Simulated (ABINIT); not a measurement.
Runs of ABINIT 10.8.3 (patched build) on ZrN. It takes space group Fm-3m (No. 225, cubic). The conventional cell has a = 4.600 Å, b = 4.600 Å, c = 4.600 Å, α = 90.00°, β = 90.00°, γ = 90.00°. Around Zr (site symmetry m-3m) lie 6 N at 2.30 Å. Around N (site symmetry m-3m) lie 6 Zr at 2.30 Å. 

```tsv
task	level	potentials or basis	k mesh	cutoff (eV)	most SCF steps	thinning of the exchange mesh (fockdownsampling)	fine-grid cutoff	mesh quality	V0 of scaled cells (Å³/atom)	B0 (GPa)
equation of state	PBE	PseudoDojo NC SR PBE v0.5 stringent	10 × 10 × 10	1143	-	-	-	not flagged	12.14	248
equation of state	PBE	SG15 NC PBE v1.2	10 × 10 × 10	1088	-	-	-	not flagged	12.13	249
equation of state	PBE+D3	JTH PAW PBE v2.0	10 × 10 × 10	707	-	-	1306.15 eV	not flagged	11.86	263
equation of state	HSE06	SPMS NC PBE v1.0	3 × 3 × 3	952	60	-	-	coarse	11.92	(b)
equation of state	PBE	PseudoDojo NC SR PBE v0.5 standard	10 × 10 × 10	1143	-	-	-	not flagged	12.14	248
equation of state	PBE	PseudoDojo NC SR PBE v0.4.1 standard	10 × 10 × 10	1143	-	-	-	not flagged	12.14	248
equation of state	PBE	PseudoDojo NC SR PBE v0.4 stringent	10 × 10 × 10	1143	-	-	-	not flagged	12.14	248
equation of state	PBE	Ansatz NC PBE	10 × 10 × 10	1252	-	-	-	not flagged	12.13	249
equation of state	PBE+D3(BJ)	JTH PAW PBE v2.0	10 × 10 × 10	707	-	-	1306.15 eV	not flagged	(a)	263
equation of state	PBE+D2	JTH PAW PBE v2.0	10 × 10 × 10	707	-	-	1306.15 eV	not flagged	12.09	260
equation of state	PBE	JTH PAW PBE v2.0	10 × 10 × 10	707	-	-	1306.15 eV	not flagged	12.12	249
```

Alike in all rows: no spin polarisation; cell as given; smearing fermi-dirac 0.05 eV.

Fill in the values left out.

(a) 11.84; (b) 269.

Caveats: some runs use coarse meshes; pressures at fixed basis lie under the slope of the energies; Libxc's HSE differs a little from that of other programs (some runs); the potentials were made for another functional, which shifts forces and pressure (some runs).
